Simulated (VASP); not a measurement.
**HgSe (strained zincblende), PBE single-point calculation: Ansatz's output and VASP's**

```cif
data_structure
_symmetry_space_group_name_H-M 'P 1'
_symmetry_Int_Tables_number 1
_cell_length_a 4.1987
_cell_length_b 4.1987
_cell_length_c 4.1987
_cell_angle_alpha 60.000
_cell_angle_beta 60.000
_cell_angle_gamma 60.000
_cell_volume 52.34
loop_
_atom_site_label
_atom_site_type_symbol
_atom_site_fract_x
_atom_site_fract_y
_atom_site_fract_z
_atom_site_occupancy
Hg1 Hg 0.00000 0.00000 0.00000 1
Se1 Se 0.25000 0.25000 0.25000 1
```

Ansatz printed

```
SCF 1 converged in 6 iterations: F = -19282.717496 eV  dr2 = 2.42e-9
  greatest PAW one-centre occupation: 1.000 electrons in one spin orbital (limit 2), on the Hg atom at site 0 (counted from 0), in its partial waves of l = 0
NSCF: frozen V_eff on 6 k-points
SCF converged after 6 iterations
Free energy (F): -19282.717496 eV
Harris-Foulkes:  -19282.717496 eV  (|F-HF|=7.89e-9)
Internal energy: -19282.717346 eV  (E = F + TS)
E sigma→0 (E₀):  -19282.717421 eV
Entropy (-TS):   -0.000150 eV (-0.075 meV/atom)
Fermi energy:    10.140314 eV
--- Per-component energies (eV) ---
  E_band       = -836.334712
  E_kinetic    = 724.582489
  E_local      = -5613.359038  (includes V_loc(G=0)·N_el)
  E_nonlocal   = -523.014799
  E_hartree    = 2579.264232
  E_xc         = -325.634020
  E_vxc        = -361.882292  (∫ρ·V_xc dr)
  E_paw        = -11855.396617  (= ΣΔE_a)
  E_vpaw       = -221.191335  (= ΣTr[D̂ρ^β])
  E_aug_tail   = 0.000356  (compensation charges beyond the density's cutoff)
  E_ewald      = -4269.159949
  E_smearing   = -0.000150  (= −TS)
  E_closure    = 0.000000  (closes the sum)
  Σ components = -19282.717496   (vs F -19282.717496, Δ=0.00e0)
--- Forces (eV/Å), atoms counted from 1 ---
  atom   1  Hg     0.00000000     0.00000000     0.00000000
  atom   2  Se    -0.00000000     0.00000000     0.00000000
  max |Σ_I F_I| component: 1.85e-17 eV/Å
--- Stress (GPa, compression-positive) ---
       10.054056      -0.000000      -0.000000
        0.000000      10.054056       0.000000
       -0.000000       0.000000      10.054056
  P = ⅓ Tr σ = 10.0541 GPa (100.541 kbar)
--- Band table (eV; the first three rows and the last of 29) ---
  k-point 0: bands = ["-104.6471", "-53.1219", "-53.1219", "-53.1219", "-37.6208", "-37.6208", "-37.6208", "-37.6162", "-37.6162", "-3.8922", "2.4857", "2.4857", "2.4857", "3.3613", "3.3613", "9.2810", "10.1264", "10.1264", "10.1264", "15.5202", "15.5202", "15.5202"]
  k-point 1: bands = ["-104.6471", "-53.1221", "-53.1220", "-53.1220", "-37.6209", "-37.6208", "-37.6208", "-37.6162", "-37.6162", "-3.8141", "2.5107", "2.5211", "2.5211", "3.3581", "3.3581", "8.2607", "9.9422", "9.9422", "10.7897", "15.2000", "15.7602", "15.7602"]
  k-point 2: bands = ["-104.6471", "-53.1223", "-53.1220", "-53.1220", "-37.6210", "-37.6208", "-37.6208", "-37.6162", "-37.6162", "-3.6191", "2.5997", "2.5997", "2.6543", "3.3642", "3.3642", "6.7100", "9.5336", "9.5336", "11.2318", "15.4948", "16.1819", "16.1819"]
  k-point 28: bands = ["-104.6471", "-53.1225", "-53.1224", "-53.1223", "-37.6211", "-37.6210", "-37.6209", "-37.6161", "-37.6161", "-3.1378", "2.8073", "2.9553", "3.2337", "3.2973", "4.1138", "4.4031", "6.9694", "7.4133", "13.9647", "15.2035", "16.2706", "17.5157"]
```

Each program uses its own PAW datasets. VASP's cell holds 18 valence electrons and Ansatz's 36. Ansatz's stress includes a Pulay correction; VASP's doesn't.

Problem. What does VASP give for the same cell and level of theory?

Solution. gap between bands v and c 0.00 eV; least direct gap 0.00 eV; pressure 10.5 GPa.

From OUTCAR

```
k-points           NKPTS =     29   k-points in BZ     NKDIM =     29   number of bands    NBANDS=     16

   NELECT =      18.0000    total number of electrons

   dimension x,y,z NGX =    32 NGY =   32 NGZ =   32
   dimension x,y,z NGXF=    64 NGYF=   64 NGZF=   64

  energy-cutoff  :      520.00
  volume of cell :       52.34
      direct lattice vectors                 reciprocal lattice vectors
     0.000000000  2.968958493  2.968958493    -0.168409225  0.168409225  0.168409225
     2.968958493  0.000000000  2.968958493     0.168409225 -0.168409225  0.168409225
     2.968958493  2.968958493  0.000000000     0.168409225  0.168409225 -0.168409225

 k-points in reciprocal lattice and weights: KPOINTS created by Atomic Simulation Env
   0.00000000  0.00000000  0.00000000       0.002
   0.12500000  0.00000000  0.00000000       0.016
   0.25000000  0.00000000  0.00000000       0.016
   0.37500000  0.00000000  0.00000000       0.016
   0.50000000  0.00000000  0.00000000       0.008
   0.12500000  0.12500000  0.00000000       0.012
   0.25000000  0.12500000  0.00000000       0.047
   0.37500000  0.12500000  0.00000000       0.047
   ...

 E-fermi :   2.4993

 k-point     1 :       0.0000    0.0000    0.0000
  band No.  band energies     occupation
      1     -11.5380      2.00000
      2      -5.1636      2.00000
      3      -5.1636      2.00000
      4      -5.1636      2.00000
      5      -4.2884      2.00000
      6      -4.2884      2.00000
      7       1.6383      2.00000
      8       2.4854      1.33385
      9       2.4854      1.33385
     10       2.4854      1.33385
     11       7.8666      0.00000
     12       7.8666      0.00000
     13       7.8666      0.00000
     14      11.1377      0.00000
     15      13.9285      0.00000
     16      13.9285      0.00000

 k-point     2 :       0.1250    0.0000    0.0000
  band No.  band energies     occupation
      1     -11.4601      2.00000
      2      -5.1389      2.00000
      3      -5.1282      2.00000
      4      -5.1282      2.00000
      5      -4.2916      2.00000
      6      -4.2916      2.00000
      7       0.6110      2.00000
      8       2.3003      1.99990
      9       2.3003      1.99990
     10       3.1528      0.00000
     11       7.5595      0.00000
     12       8.1083      0.00000
     13       8.1083      0.00000
     14      12.1476      0.00000
     15      12.9868      0.00000
     16      12.9868      0.00000

 k-point     3 :       0.2500    0.0000    0.0000
  band No.  band energies     occupation
      1     -11.2656      2.00000
      2      -5.0496      2.00000
      3      -5.0496      2.00000
      4      -4.9961      2.00000
      5      -4.2855      2.00000
      6      -4.2855      2.00000
      7      -0.9437      2.00000
      8       1.8906      2.00000
      9       1.8906      2.00000
     10       3.5906      0.00000
     11       7.8757      0.00000
     12       8.5301      0.00000
     13       8.5301      0.00000
     14      12.0832      0.00000
     15      12.6827      0.00000
     16      12.6827      0.00000

 k-point     4 :       0.3750    0.0000    0.0000
  band No.  band energies     occupation
      1     -11.0618      2.00000
      2      -4.9861      2.00000
      3      -4.9861      2.00000
      4      -4.5822      2.00000
      5      -4.2535      2.00000
      6      -4.2535      2.00000
      7      -2.4746      2.00000
      8       1.5131      2.00000
      9       1.5131      2.00000
     10       3.6284      0.00000
     11       8.6906      0.00000
     12       8.6906      0.00000
     13       8.9951      0.00000
     14      11.7026      0.00000
     15      13.4618      0.00000
     16      13.4618      0.00000

 k-point     5 :       0.5000    0.0000    0.0000
  band No.  band energies     occupation
      1     -10.9748      2.00000
      2      -4.9657      2.00000
      3      -4.9657      2.00000
      4      -4.2306      2.00000
      5      -4.2306      2.00000
      6      -3.9060      2.00000
      7      -3.5729      2.00000
      8       1.3621      2.00000
      9       1.3621      2.00000
     10       3.6041      0.00000
     11       8.6907      0.00000
     12       8.6907      0.00000
     13       9.6481      0.00000
     14      11.7955      0.00000
     15      14.4476      0.00000
     16      14.4476      0.00000

 k-point     6 :       0.1250    0.1250    0.0000
  band No.  band energies     occupation
      1     -11.4340      2.00000
      2      -5.1732      2.00000
      3      -5.0945      2.00000
      4      -5.0945      2.00000
      5      -4.3183      2.00000
      6      -4.2687      2.00000
      7       0.5557      2.00000
      8       2.0036      2.00000
      9       2.0036      2.00000
     10       3.6393      0.00000
     11       6.9708      0.00000
     12       8.4495      0.00000
     13       8.4495      0.00000
     14      11.7335      0.00000
     15      12.6955      0.00000
     16      13.9579      0.00000

 ...

  Total        3.4260299      3.4260299      3.4260299      0.0000000      0.0000000     -0.0000000
  in kB      104.8719519    104.8719519    104.8719519      0.0000000      0.0000000     -0.0000000
  external PRESSURE =     104.8719519 kB  Pullay stress =       0.0000000 kB

 POSITION                                       TOTAL-FORCE (eV/Angst)
 -----------------------------------------------------------------------------------
      0.00000      0.00000      0.00000        -0.000000     -0.000000     -0.000000
      1.48448      1.48448      1.48448         0.000000      0.000000      0.000000
 -----------------------------------------------------------------------------------
    total drift:                               -0.000000     -0.000000     -0.000000

  FREE ENERGIE OF THE ION-ELECTRON SYSTEM (eV)
  ---------------------------------------------------
  free  energy   TOTEN  =        -3.8279494796 eV

  energy  without entropy=       -3.8277996770  energy(sigma->0) =       -3.82787458
```
